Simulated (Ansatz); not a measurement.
**O started in the widest void in cubic perovskite KTaO3, 41 atoms, charge 0**

All numbers come from Ansatz (PAW, plane waves, no spin–orbit coupling) at the single k point (¼, ¼, ¼) without its symmetry partners. The atoms were relaxed with PBEsol in a fixed cell; other functionals are single points on those atoms unless said otherwise. The valence top and gap of the host come from its small cell on a dense mesh, with the band extrema sought between the mesh points, lined up by the mean potential, PBEsol gap 2.13 eV, HSE06 gap 3.59 eV.

Cell: a = 7.971 Å, b = 7.971 Å, c = 7.971 Å, α = 90.00°, β = 90.00°, γ = 90.00°.

Nearest atoms after relaxation, from the placed atom (for vacancies from the middle of the vacant sites): O at 1.44 Å, Ta at 2.15 Å, Ta at 2.16 Å, K at 2.49 Å, O at 2.49 Å, K at 2.49 Å, O at 2.51 Å, O at 2.87 Å.

Chemical potentials μ are those of reference phases of the elements at zero temperature by the same functional (the usual solids, diamond for C, grey Sn, and the molecules H2, N2, O2, F2, Cl2, Br2 and S8).

```
functional  E(defect) − E(host) − Σ nμ + q·E_VBM (eV)  monopole (eV)  alignment (eV)  formation energy at E_F = VBM (eV)  moment (μB)                         wall time, shared host
    PBEsol                                       1.82           0.00            0.00                                1.82  0 (no spin)  46 s on 7 threads of Neoverse-V2 (relaxation)
```

Problem. Estimate the formation energy and moment that HSE06 gives on these atoms.

Solution. 2.28 eV at E_F = VBM, moment 0 (no spin).

HSE06 one-electron levels near the gap (the ten most localised at most), from the host's valence top:

| level (eV) | spin | filling | atoms sharing it | element of the atom with most weight |
| --- | --- | --- | --- | --- |
| -0.30 | both | 2.00 | 2.9 | O |
| -0.22 | both | 2.00 | 9.4 | O |
| -0.10 | both | 2.00 | 15.7 | spread |
| -0.06 | both | 2.00 | 16.9 | spread |
| -0.03 | both | 2.00 | 18.8 | spread |
| 0.21 | both | 2.00 | 6.0 | O |

All elements are taken at their own reference at once; growth conditions in equilibrium with the host shift these energies, by up to the host's formation enthalpy.

The ideal cubic host may itself distort, and that gain is in these energies.

One k point and a cell of this size can leave errors of several tenths of an eV in such numbers.
